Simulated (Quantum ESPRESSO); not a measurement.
# 2H-WSe2, layer by layer, part 3 of 8

Wanted: polarisability and band edges of 2H-WSe2, layer by layer.

Quantum ESPRESSO 7.5; plane-wave DFT, PBE, GBRV ultrasoft pseudopotentials.

So far. Step 2 (Variable-cell relaxation, 1 layer):  The last row is no step: it is a fresh SCF in the final cell with a new plane-wave basis, +1 meV from the row before. Step 3 (Ground state, 1 layer: no field): The run needed 11 iterations to bring the estimated error under 1e-09 Ry; the largest force on any atom, held or free, is 0.12 eV/Å.

### Step 6. Self-consistent run, 1 layer: field −0.1 V/Å

The field is reversed. With a mirror plane this checks symmetry and convergence alone; for a polar sheet it tests linearity.

n1.f2.in

```
&control
  prefix = 'n1.f2'
  outdir = './out'
  pseudo_dir = './pseudo'
  calculation = 'scf'
  tprnfor = .true.
  tefield = .true.
  dipfield = .true.
/
&system
  ibrav = 0
  nat = 3
  ntyp = 2
  ecutwfc = 40
  ecutrho = 200
  occupations = 'smearing'
  smearing = 'fd'
  degauss = 0.004
  edir = 3
  emaxpos = 0.97
  eopreg = 0.04
  eamp = -0.00194469
  nbnd = 17
/
&electrons
  conv_thr = 1e-09
  mixing_beta = 0.4
  electron_maxstep = 120
  mixing_mode = 'plain'
  startingpot = 'file'
/
ATOMIC_SPECIES
  Se  78.9710  se_pbe_v1.uspp.F.UPF
  W   183.8400  w_pbe_v1.2.uspp.F.UPF
CELL_PARAMETERS angstrom
  3.28562509100000 0.00000000000000 0.00000000000000
  -1.64281254500000 2.84543479600000 0.00000000000000
  0.00000000000000 0.00000000000000 20.74034793400000
ATOMIC_POSITIONS crystal
  Se  0.333333333300 0.666666666700 0.418728620100
  W   0.000000000000 0.000000000000 0.500000000000
  Se  0.333333333300 0.666666666700 0.581271379900
K_POINTS automatic
  12 12 1 0 0 0
```

Run with:

```console
> cp -r out/n1.f0.save out/n1.f2.save
> OMP_NUM_THREADS=1 mpirun -n 4 pw.x -nk 4 -in n1.f2.in > n1.f2.out
```

What it wrote:

```text
[banner, memory and clock lines left out]
Program PWSCF v.7.5 starts
[citation notice left out]

[...]
bravais-lattice index     =            0
     lattice parameter (alat)  =       6.2089  a.u.
     unit-cell volume          =    1308.5167 (a.u.)^3
     number of atoms/cell      =            3
     number of atomic types    =            2
     number of electrons       =        26.00
     number of Kohn-Sham states=           17
     kinetic-energy cutoff     =      40.0000  Ry
     charge density cutoff     =     200.0000  Ry
     scf convergence threshold =      1.0E-09
     mixing beta               =       0.4000
     number of iterations used =            8  plain     mixing
     Exchange-correlation= SLA  PW   PBE  PBE
                           (   1   4   3   4   0   0   0)

[...]
PseudoPot. # 1 for Se read from file:
     ./pseudo/se_pbe_v1.uspp.F.UPF
     Pseudo is Ultrasoft + core correction, Zval =  6.0
     Generated by new atomic code, or converted to UPF format
     Using radial grid of  877 points,  6 beta functions with:
                l(1) =   0
                l(2) =   0
                l(3) =   1
                l(4) =   1
                l(5) =   2
                l(6) =   2
     Q(r) pseudized with  8 coefficients,  rinner =    1.300   1.300   1.300
                                                       1.300   1.300

     PseudoPot. # 2 for W  read from file:
     ./pseudo/w_pbe_v1.2.uspp.F.UPF
     Pseudo is Ultrasoft + core correction, Zval = 14.0
     Generated by new atomic code, or converted to UPF format
     Using radial grid of  923 points,  8 beta functions with:
                l(1) =   0
                l(2) =   0
                l(3) =   0
                l(4) =   1
                l(5) =   1
                l(6) =   2
                l(7) =   2
                l(8) =   3
     Q(r) pseudized with  6 coefficients,  rinner =    1.350   1.350   1.350
                                                       1.350   1.350   1.350
                                                       1.350

     atomic species   valence    mass     pseudopotential
     Se                6.00    78.97100     Se( 1.00)
     W                14.00   183.84000     W ( 1.00)

     No symmetry found

[...]
number of k points=    74  Fermi-Dirac smearing, width (Ry)=  0.0040
[...]
Dense  grid:    62217 G-vectors     FFT dimensions: (  27,  27, 180)

     Smooth grid:    44797 G-vectors     FFT dimensions: (  25,  25, 160)

     The initial density is read from file :
     ./out/n1.f2.save/charge-density

     negative rho (up, down):  7.076E-02 0.000E+00

     Adding external electric field

     Computed dipole along edir(3) :
        Dipole                0.0001 Ry au,          0.0003 Debye
        Dipole field          0.0000 Ry au,

        E field amplitude [Ha a.u.]: -1.9447E-03
        Potential amp.       -0.1464 Ry
        Total length         37.6258 bohr

     Starting wfcs are   21 randomized atomic wfcs

     per-process dynamical memory:    70.4 Mb

     Self-consistent Calculation

     iteration #  1     ecut=    40.00 Ry     beta= 0.40
     Davidson diagonalization with overlap
     ethr =  1.00E-05,  avg # of iterations =  9.2

     negative rho (up, down):  7.081E-02 0.000E+00

     Adding external electric field

     Computed dipole along edir(3) :
        Dipole               -0.2022 Ry au,         -0.5140 Debye
        Dipole field         -0.0019 Ry au,

        E field amplitude [Ha a.u.]: -1.9447E-03
        Potential amp.       -0.0002 Ry
        Total length         37.6258 bohr

     total energy              =    -246.45833498 Ry
     estimated scf accuracy    <       0.00995675 Ry

     iteration #  2     ecut=    40.00 Ry     beta= 0.40
[...]
negative rho (up, down):  7.081E-02 0.000E+00

[...]
Dipole               -0.0524 Ry au,         -0.1332 Debye
[...]
E field amplitude [Ha a.u.]: -1.9447E-03
[...]
total energy              =    -246.45433366 Ry
     estimated scf accuracy    <       0.11952674 Ry

     iteration #  3     ecut=    40.00 Ry     beta= 0.40
[...]
negative rho (up, down):  7.081E-02 0.000E+00

[...]
Dipole               -0.0516 Ry au,         -0.1311 Debye
[...]
E field amplitude [Ha a.u.]: -1.9447E-03
[...]
total energy              =    -246.46373307 Ry
     estimated scf accuracy    <       0.00003465 Ry

     iteration #  4     ecut=    40.00 Ry     beta= 0.40
[...]
negative rho (up, down):  7.080E-02 0.000E+00

[...]
Dipole               -0.0529 Ry au,         -0.1344 Debye
[...]
E field amplitude [Ha a.u.]: -1.9447E-03
[...]
total energy              =    -246.46379532 Ry
     estimated scf accuracy    <       0.00002059 Ry

     iteration #  5     ecut=    40.00 Ry     beta= 0.40
[...]
negative rho (up, down):  7.079E-02 0.000E+00

[...]
Dipole               -0.0544 Ry au,         -0.1383 Debye
[...]
E field amplitude [Ha a.u.]: -1.9447E-03
[...]
total energy              =    -246.46379580 Ry
     estimated scf accuracy    <       0.00000537 Ry

     iteration #  6     ecut=    40.00 Ry     beta= 0.40
[...]
negative rho (up, down):  7.077E-02 0.000E+00

[...]
Dipole               -0.0547 Ry au,         -0.1390 Debye
[...]
E field amplitude [Ha a.u.]: -1.9447E-03
[...]
total energy              =    -246.46379644 Ry
     estimated scf accuracy    <       0.00000009 Ry

     iteration #  7     ecut=    40.00 Ry     beta= 0.40
[...]
negative rho (up, down):  7.077E-02 0.000E+00

[...]
Dipole               -0.0547 Ry au,         -0.1389 Debye
[...]
E field amplitude [Ha a.u.]: -1.9447E-03
[...]
total energy              =    -246.46379658 Ry
     estimated scf accuracy    <       0.00000002 Ry

     iteration #  8     ecut=    40.00 Ry     beta= 0.40
[...]
negative rho (up, down):  7.076E-02 0.000E+00

[...]
Dipole               -0.0547 Ry au,         -0.1391 Debye
[...]
E field amplitude [Ha a.u.]: -1.9447E-03
[...]
total energy              =    -246.46379659 Ry
     estimated scf accuracy    <          8.1E-09 Ry

     iteration #  9     ecut=    40.00 Ry     beta= 0.40
[...]
negative rho (up, down):  7.076E-02 0.000E+00

[...]
Dipole               -0.0547 Ry au,         -0.1390 Debye
[...]
E field amplitude [Ha a.u.]: -1.9447E-03
[...]
End of self-consistent calculation

          k = 0.0000 0.0000 0.0000 (  5623 PWs)   bands (ev):

   -74.1610 -38.4018 -38.2660 -38.2660 -14.9156 -13.6780  -6.3484  -2.3974
    -2.3974  -2.3674  -1.2665  -1.2665  -0.5298   2.8908   2.8908   3.0427
     3.0427

          k = 0.0000 0.0962 0.0000 (  5607 PWs)   bands (ev):

   -74.1603 -38.3989 -38.2815 -38.2696 -14.8105 -13.6241  -6.2125  -2.7158
    -2.5831  -2.2949  -1.4458  -1.2560  -0.5532   2.5759   2.6474   2.9061
     3.0715

[...]
the Fermi energy is     0.6864 ev

!    total energy              =    -246.46379659 Ry
     estimated scf accuracy    <          1.2E-10 Ry
     smearing contrib. (-TS)   =      -0.00000000 Ry
     internal energy E=F+TS    =    -246.46379659 Ry

     The total energy is F=E-TS. E is the sum of the following terms:
     one-electron contribution =   -1068.51932597 Ry
     hartree contribution      =     534.58841201 Ry
     xc contribution           =    -100.72830533 Ry
     ewald contribution        =     388.19560668 Ry
     electric field correction =      -0.00018397 Ry

     convergence has been achieved in   9 iterations

     negative rho (up, down):  7.076E-02 0.000E+00

     Forces acting on atoms (cartesian axes, Ry/au):

     atom    1 type  1   force =     0.00000001    0.00000003   -0.00499565
     atom    2 type  2   force =    -0.00000005   -0.00000010    0.00032091
     atom    3 type  1   force =     0.00000004    0.00000007    0.00467474

     Total force =     0.006849     Total SCF correction =     0.000052

[...]
```

It took 35 s on 4 MPI ranks of Arm Neoverse V1, shared host; peak memory 0.79 GiB; 2.3 min of CPU time.

Read from the output:

- Fermi energy: 0.6864 eV
- dipole along the normal: -0.02894 e·Å
- valence top, on the run's zero: -0.09958 eV
- conduction bottom, on the run's zero: 1.549 eV

### Step 7. Potential by pp.x, 1 layer

n1.f1.pot.in

```
&inputpp
  prefix = 'n1.f1'
  outdir = './out'
  filplot = 'n1.f1.pot.dat'
  plot_num = 11
/
```

Run with:

```console
> OMP_NUM_THREADS=1 mpirun -n 4 pp.x -in n1.f1.pot.in > n1.f1.pot.out
```

It took 1.1 s on 4 MPI ranks; peak memory 0.13 GiB; 4 s of CPU time.

Numbers from this step:

```
slope of the potential above                                          : 0.1000 eV/Å
upper vacuum line continued to the top atoms, over the valence top    : 4.943 eV
slope of the potential below                                          : 0.09994 eV/Å
lower vacuum line continued to the bottom atoms, over the valence top : 5.166 eV
```

The slope in the vacuum is 0.100 eV/Å for an applied 0.10 V/Å, as it should be.

[end of part 3 of 8]

[Logs are printed without paths, hosts, clocks, repeated set-up lines and the standing remarks that a program may print on its own settings, such as how far it seeks lower states.]

[Hosts, paths, dates, database ids (printed as entryN), source tags and the programs' standing remarks are cut or masked in the printed files.]

[Maps of the electrostatic potential energy from Ansatz leave out the sawtooth potential of an applied field or a dipole correction, so their vacuum need not be flat; planar profiles and work functions include it.]
